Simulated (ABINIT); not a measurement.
# PbS (Galena) (Fm-3m) in ABINIT: a series of runs

Aim: see how the results for PbS (Galena) move with the level of theory and the settings. Levels: LDA, PBEsol. Tasks: single point.

Program: ABINIT 10.8.3 (patched build). These are calculated values, not measurements. Logs are shortened: lines on timing, memory, paths and dates and some standing lists are left out, and cuts for length are marked. The log counts tension as positive stress, the text compression.

## Step 1: The structure

It takes space group Fm-3m (No. 225, cubic). The conventional cell has a = 5.931 Å, b = 5.931 Å, c = 5.931 Å, α = 90.00°, β = 90.00°, γ = 90.00°. Pb (site symmetry m-3m) is surrounded by 6 S at 2.97 Å. S (site symmetry m-3m) has 6 Pb at 2.97 Å as nearest neighbours.

## Step 2: Single point, LDA

File run.abi:

```
pp_dirpath "./"
pseudos "Pb.LDA_PW-JTH.xml, S.LDA_PW-JTH.xml"

acell 3*1.0 Angstrom
rprim
     0.0000000000     2.9657500000     2.9657500000
     2.9657500000     0.0000000000     2.9657500000
     2.9657500000     2.9657500000     0.0000000000
ntypat 2
znucl 82 16
natom 2
typat 1 2
xcart
     0.0000000000     0.0000000000     0.0000000000
     2.9657500000     2.9657500000     2.9657500000 Angstrom

ecut 20.0
pawecutdg 40.0

kptopt 1
ngkpt 6 6 6
nshiftk 1
shiftk 0.0 0.0 0.0

ixc 7

nband 14
occopt 3
tsmear 0.05 eV

nstep 100
tolvrs 1.0e-9

iomode 3
prtwf 0
prteig 0
prtebands 0
enunit 1
prtden 1
prtvha 1
prtvclmb 1
prtpot 1
```

Potentials or basis: JTH PAW LDA v2.0.

Launch:

```sh
$ abinit run.abi > log 2>&1
```

run.abo:

```text
.Version 10.8.3 of ABINIT
 Symmetries : space group Fm -3 m (#225); Bravais cF (face-center cubic)
================================================================================
 Values of the parameters that define the memory need of the present run
     intxc =       0    ionmov =       0      iscf =      17    lmnmax =      18
     lnmax =       6     mgfft =      32  mpssoang =       3    mqgrid =    3001
     natom =       2  nloc_mem =       2    nspden =       1   nspinor =       1
    nsppol =       1      nsym =      48    n1xccc =       1    ntypat =       2
    occopt =       3   xclevel =       1
       mpw =        1516          nfft =       32768          nkpt =          16
 PAW method is used; the additional fine FFT grid is defined by:
   mgfftf=        48    nfftf =    110592
================================================================================
================================================================================

--------------------------------------------------------------------------------
------------- Echo of variables that govern the present computation ------------
--------------------------------------------------------------------------------
 -outvars: echo values of preprocessed input variables --------
            acell      1.8897261259E+00  1.8897261259E+00  1.8897261259E+00 Bohr
              amu      2.07200000E+02  3.20660000E+01
             ecut      2.00000000E+01 Hartree
           enunit           1
              ixc           7
         kptrlatt        6    0    0      0    6    0      0    0    6
          kptrlen      4.75553798E+01
            natom           2
            nband          14
            ngfft          32      32      32
          ngfftdg          48      48      48
             nkpt          16
            nstep         100
             nsym          48
           ntypat           2
           occopt           3
        pawecutdg      4.00000000E+01 Hartree
        prtebands           0
           prteig           0
           prtpot           1
         prtvclmb           1
           prtvha           1
            prtwf           0
            rprim      0.0000000000E+00  2.9657500000E+00  2.9657500000E+00
                       2.9657500000E+00  0.0000000000E+00  2.9657500000E+00
                       2.9657500000E+00  2.9657500000E+00  0.0000000000E+00
          spgroup         225
           tolvrs      1.00000000E-09
           tsmear      1.83746611E-03 Hartree
            typat      1  2
           useylm           1
           xangst      0.0000000000E+00  0.0000000000E+00  0.0000000000E+00
                       2.9657500000E+00  2.9657500000E+00  2.9657500000E+00
            xcart      0.0000000000E+00  0.0000000000E+00  0.0000000000E+00
                       5.6044552579E+00  5.6044552579E+00  5.6044552579E+00
             xred      0.0000000000E+00  0.0000000000E+00  0.0000000000E+00
[... 130 lines left out ...]
 reduced coordinates (array xred) for    2 atoms
       0.000000000000      0.000000000000      0.000000000000
       0.500000000000      0.500000000000      0.500000000000
 rms dE/dt=  0.0000E+00; max dE/dt=  0.0000E+00; dE/dt below (all hartree)
    1       0.000000000000      0.000000000000      0.000000000000
    2       0.000000000000      0.000000000000      0.000000000000

 cartesian coordinates (angstrom) at end:
    1      0.00000000000000     0.00000000000000     0.00000000000000
    2      2.96575000000000     2.96575000000000     2.96575000000000

 cartesian forces (hartree/bohr) at end:
    1     -0.00000000000000    -0.00000000000000    -0.00000000000000
    2     -0.00000000000000    -0.00000000000000    -0.00000000000000
 frms,max,avg= 0.0000000E+00 0.0000000E+00   0.000E+00  0.000E+00  0.000E+00 h/b

 cartesian forces (eV/Angstrom) at end:
    1     -0.00000000000000    -0.00000000000000    -0.00000000000000
    2     -0.00000000000000    -0.00000000000000    -0.00000000000000
 frms,max,avg= 0.0000000E+00 0.0000000E+00   0.000E+00  0.000E+00  0.000E+00 e/A
 length scales=  1.889726125908  1.889726125908  1.889726125908 bohr
              =  1.000000000000  1.000000000000  1.000000000000 angstroms
 Fermi (or HOMO) energy (eV) =   6.04659   Average Vxc (eV)=  -9.62063
 Eigenvalues (   eV  ) for nkpt=  16  k points:
 kpt#   1, nband= 14, wtk=  0.00463, kpt=  0.0000  0.0000  0.0000 (reduced coord)
 -10.76807  -10.76807  -10.76807  -10.75492  -10.75492   -7.62863   -0.19071    3.80081
   3.80081    3.80081   11.01643   11.01643   11.01643   12.61674
 prteigrs : prtvol=0 or 1, do not print more k-points.

--- !EnergyTerms
iteration_state     : {dtset: 1, }
comment             : Components of total free energy in Hartree
kinetic             :  9.43261258008702E+00
hartree             :  2.01687836266110E+01
xc                  : -6.14389187461174E+00
Ewald energy        : -5.56148219797499E+01
psp_core            :  1.41172111448904E+00
local_psp           : -6.55746866616823E+01
PAW spherical_terms :  2.45159679656405E+01
internal            : -7.18043152292163E+01
'-kT*entropy'       : -4.09014362346626E-05
total_energy        : -7.18043561306525E+01
total_energy_eV     : -1.95389606881516E+03
...

--- !EnergyTermsDC
iteration_state     : {dtset: 1, }
comment             : '"Double-counting" decomposition of free energy'
band_energy         : -3.83059349192345E+00
Ewald energy        : -5.56148219797499E+01
psp_core            :  1.41172111448904E+00
xc_dc               : -1.98731300454228E+01
PAW spherical_terms :  6.10250893275109E+00
internal            : -7.18043154698560E+01
'-kT*entropy'       : -4.09014362346626E-05
total_energy_dc     : -7.18043563712922E+01
total_energy_dc_eV  : -1.95389607536330E+03
...

--- !EnergyTermsWithPAWCore
iteration_state     : {dtset: 1, }
comment             : 'Components of total free energy, including PAW core contributions'
Total energy        : -2.12688906455698E+04
Total energy DC     : -2.12688906458104E+04
Total energy (eV)   : -5.78755998380132E+05
Total energy DC (eV): -5.78755998386680E+05
...

 Cartesian components of stress tensor (hartree/bohr^3)
  sigma(1 1)=  9.89074316E-05  sigma(3 2)=  0.00000000E+00
  sigma(2 2)=  9.89074316E-05  sigma(3 1)=  0.00000000E+00
  sigma(3 3)=  9.89074316E-05  sigma(2 1)=  0.00000000E+00

-Cartesian components of stress tensor (GPa)         [Pressure= -2.9100E+00 GPa]
- sigma(1 1)=  2.90995710E+00  sigma(3 2)=  0.00000000E+00
- sigma(2 2)=  2.90995710E+00  sigma(3 1)=  0.00000000E+00
- sigma(3 3)=  2.90995710E+00  sigma(2 1)=  0.00000000E+00

== END DATASET(S) ==============================================================
================================================================================

 -outvars: echo values of variables after computation  --------
            acell      1.8897261259E+00  1.8897261259E+00  1.8897261259E+00 Bohr
           etotal     -7.1804356371E+01
            fcart     -0.0000000000E+00 -0.0000000000E+00 -0.0000000000E+00
                      -0.0000000000E+00 -0.0000000000E+00 -0.0000000000E+00
            rprim      0.0000000000E+00  2.9657500000E+00  2.9657500000E+00
                       2.9657500000E+00  0.0000000000E+00  2.9657500000E+00
                       2.9657500000E+00  2.9657500000E+00  0.0000000000E+00
           strten      9.8907431617E-05  9.8907431617E-05  9.8907431617E-05
                       0.0000000000E+00  0.0000000000E+00  0.0000000000E+00
           xangst      0.0000000000E+00  0.0000000000E+00  0.0000000000E+00
                       2.9657500000E+00  2.9657500000E+00  2.9657500000E+00
             xred      0.0000000000E+00  0.0000000000E+00  0.0000000000E+00
                       5.0000000000E-01  5.0000000000E-01  5.0000000000E-01
 Calculation completed.
```

Run time: 13 s. Hardware: 1 thread of Arm Neoverse V1, shared host; peak memory 0.09 GiB.

What came out:

- Free energy: -1953.8961 eV
- Band gap on the k mesh: 0.23 eV, direct
- Valence electrons inside the program's atomic spheres: Pb 11.32; S 3.48

Levels at points of the mesh, in eV from the valence-band top:
```
           k point  band 7  band 8  band 9  band 10  band 11  band 12  band 13  band 14
(0.00, 0.00, 0.00)   -6.12   -2.13   -2.13    -2.13     5.09     5.09     5.09     6.69
(0.50, 0.00, 0.00)   -8.94   -1.71   -1.71     0.00     0.23     1.86     1.86     8.53
(0.50, 0.50, 0.00)   -7.32   -5.22   -3.43    -3.43     3.79     5.49     5.58     5.58
```

Caveat: the cutoff is too short for stress, so the log's stress isn't used; spin-orbit coupling is left out, which as a rule narrows the gap of such compounds by several tenths of an eV. A k mesh can miss the band edges.

## Step 3: Single point, LDA

File run.abi:

```
pp_dirpath "./"
pseudos "Pb.LDA_PW-JTH.xml, S.LDA_PW-JTH.xml"

acell 7.9258966301 7.9258966301 7.9258966301
rprim
     0.0000000000     0.7071067812     0.7071067812
     0.7071067812     0.0000000000     0.7071067812
     0.7071067812     0.7071067812     0.0000000000
ntypat 2
znucl 82 16
natom 2
typat 1 2
xred
     0.0000000000     0.0000000000     0.0000000000
     0.5000000000     0.5000000000     0.5000000000

ecut 20.0
pawecutdg 40.0

kptopt 1
ngkpt 10 10 10
nshiftk 1
shiftk 0.0 0.0 0.0

ixc 7

nband 14
occopt 3
tsmear 0.00183747

nstep 100
tolvrs 1.0e-9

iomode 3
prtwf 0
prtden 0
prteig 0
prtebands 0
enunit 1
```

Potentials or basis: JTH PAW LDA v2.0.

Launch:

```sh
$ abinit run.abi > log 2>&1
```

Run time: 41 s. Hardware: 1 thread of Arm Neoverse V1, shared host; peak memory 0.12 GiB.

Results (log left out):

| Property | Result |
| --- | --- |
| Free energy | -1953.8931 eV |
| Band gap on the k mesh | 0.23 eV, direct |
| Valence electrons inside the program's atomic spheres | Pb 11.32; S 3.48 |

Levels at points of the mesh, in eV from the valence-band top:
```csv
k point,band 6,band 7,band 8,band 9,band 10,band 11,band 12,band 13,band 14
"(0.00, 0.00, 0.00)",-13.56,-6.12,-2.13,-2.13,-2.13,5.08,5.08,5.08,6.68
"(0.50, 0.00, 0.00)",-12.26,-8.95,-1.71,-1.71,0.00,0.23,1.85,1.85,8.53
"(0.50, 0.50, 0.00)",-11.83,-7.32,-5.22,-3.43,-3.43,3.79,5.49,5.58,5.58
```

Caveat: the cutoff is too short for stress, so the log's stress isn't used; spin-orbit coupling is left out, which as a rule narrows the gap of such compounds by several tenths of an eV. A k mesh can miss the band edges.

## Step 4: Single point, PBEsol

File run.abi:

```
# Pseudopotentials
pp_dirpath "./"
pseudos "Pb.GGA_PBE-JTH.xml, S.GGA_PBE-JTH.xml"

# Structure
acell 3*1.0 Angstrom
rprim
     0.0000000000     2.9657500000     2.9657500000
     2.9657500000     0.0000000000     2.9657500000
     2.9657500000     2.9657500000     0.0000000000
ntypat 2
znucl 82 16
natom 2
typat 1 2
xred
     0.0000000000     0.0000000000     0.0000000000
     0.5000000000     0.5000000000     0.5000000000

# Plane-wave basis
ecut 544.227725 eV
pawecutdg 40.0

# k points
kptopt 1
ngkpt 6 6 6
nshiftk 1
shiftk 0.0 0.0 0.0

# Exchange and correlation
ixc -116133

# Bands and occupations
nband 14
occopt 3
tsmear 0.05 eV

# SCF cycle
nstep 100
tolvrs 1.0e-9

# Output
iomode 3
prtwf 0
prtden 0
prteig 0
prtebands 0
enunit 1
```

Potentials or basis: JTH PAW PBE v2.0.

Launch:

```sh
$ abinit run.abi > log 2>&1
```

Run time: 22 s. Hardware: 1 thread of Arm Neoverse V1, shared host; peak memory 0.11 GiB.

Results (log left out):

- Free energy: -1947.8917 eV
- Band gap on the k mesh: 0.26 eV, direct
- Valence electrons inside the program's atomic spheres: Pb 11.31; S 3.48

Levels at points of the mesh, in eV from the valence-band top:
| k point | band 7 | band 8 | band 9 | band 10 | band 11 | band 12 | band 13 | band 14 |
| --- | --- | --- | --- | --- | --- | --- | --- | --- |
| (0.00, 0.00, 0.00) | -6.06 | -2.17 | -2.17 | -2.17 | 5.16 | 5.16 | 5.16 | 6.64 |
| (0.50, 0.00, 0.00) | -8.90 | -1.76 | -1.76 | 0.00 | 0.26 | 1.89 | 1.89 | 8.51 |
| (0.50, 0.50, 0.00) | -7.24 | -5.25 | -3.46 | -3.46 | 3.74 | 5.53 | 5.64 | 5.64 |

Caveat: the cutoff is too short for stress, so the log's stress isn't used; the PAW data sets were made with another functional, which shifts forces and pressure a little; spin-orbit coupling is left out, which as a rule narrows the gap of such compounds by several tenths of an eV.

## Step 5: The runs side by side

| level | potentials or basis | k mesh | gap on the mesh (eV) |
| --- | --- | --- | --- |
| LDA | JTH PAW LDA v2.0 | 6 × 6 × 6 | 0.23 |
| LDA | JTH PAW LDA v2.0 | 10 × 10 × 10 | 0.23 |
| PBEsol | JTH PAW PBE v2.0 | 6 × 6 × 6 | 0.26 |

Alike in all rows: task single point; no spin polarisation; cell as given; cutoff (eV) 544; smearing fermi-dirac 0.05 eV.

Caveats: spin-orbit coupling is left out, which as a rule narrows the gap of such compounds by several tenths of an eV; the PAW data sets were made with another functional, which shifts forces and pressure a little (some runs).

Total energies depend on the potentials used, so only differences within one code and one set of settings carry meaning.
